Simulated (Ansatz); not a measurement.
A run of Ansatz 0.2.0 is set up as follows.

Contents of input.yaml:

```yaml
crystal:
  lattice:
    - [2.93, 0.0, 0.0]
    - [-1.465, 2.5374544331, 0.0]
    - [0.0, 0.0, 4.79]
  atoms:
    - { symbol: Ag, position: [0.667278, 0.3390725, 0.74827] }
    - { symbol: Ag, position: [0.332722, 0.6609275, 0.25173] }
kpoints:
  mp_grid: { grid: [10, 10, 6] }
scf:
  occupations: { method: methfessel_paxton, width: 0.1 }
hamiltonian:
  xc: rpbe
  dispersion: d3bj
  pseudopotentials: { kind: all_electron, lapw: { basis_error: 0.001 } }
output:
  forces: true
  stress: true
relax:
  f_tol: 0.01
  max_steps: 60
```

Potentials or basis: all-electron LAPW, scalar-relativistic.

Launch:

```console
$ ansatz run input.yaml --threads 1 --pin off --max-ram 3072MiB --backend cpu --events-out ev --progress --plain --runs-dir out
```

Task: Predict the energy gained by relaxing.

Result: 0.7 meV/atom.

Stress tensor (GPa, compression positive):
```
-27.71   0.00   0.00
  0.00 -27.71   0.00
  0.00   0.00 -28.45
```
